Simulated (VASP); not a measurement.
A run of VASP 6.6.1 is set up as follows.

Contents of INCAR:

```
SYSTEM = TiAl
PREC = Accurate
ENCUT = 580
EDIFF = 1E-7
ISMEAR = 0
SIGMA = 0.1
LREAL = .False.
LASPH = .True.
NELM = 60
ALGO = Normal
ISIF = 3
LWAVE = .False.
LCHARG = .False.
GGA = PS
IBRION = 2
NSW = 90
EDIFFG = -0.005
```

Contents of KPOINTS:

```
Automatic mesh
0
Gamma
  14 14 14
  0 0 0
```

POSCAR

```
TiAl
1.0
    3.1790640000      0.0000000000      0.0000000000
    0.0000000000      3.1790640000      0.0000000000
    0.0000000000      0.0000000000      3.1790640000
Ti Al
1 1
Direct
    0.0000000000      0.0000000000      0.0000000000
    0.5000000000      0.5000000000      0.5000000000
```

Potentials or basis: VASP PAW PBE potentials, release 64 (Ti, Al).

Command:

```bash
$ cat potpaw_PBE.64/Ti/POTCAR potpaw_PBE.64/Al/POTCAR > POTCAR
$ mpirun -np 1 vasp_std > vasp.out
```

(1) Predict the relaxed volume.

(2) What does it give for the band gap on the k mesh?

(3) Predict the relaxed cell.

(4) Estimate the space group after relaxing (to 0.05 Å).

Answers

(1) 15.70 Å³/atom.

(2) none (metal or under the smearing width).

(3) a = 3.155 Å, b = 3.155 Å, c = 3.155 Å, α = 90.00°, β = 90.00°, γ = 90.00°.

(4) Pm-3m (No. 221).

Caveat: the PAW data sets were made with another functional, which shifts forces and pressure a little.
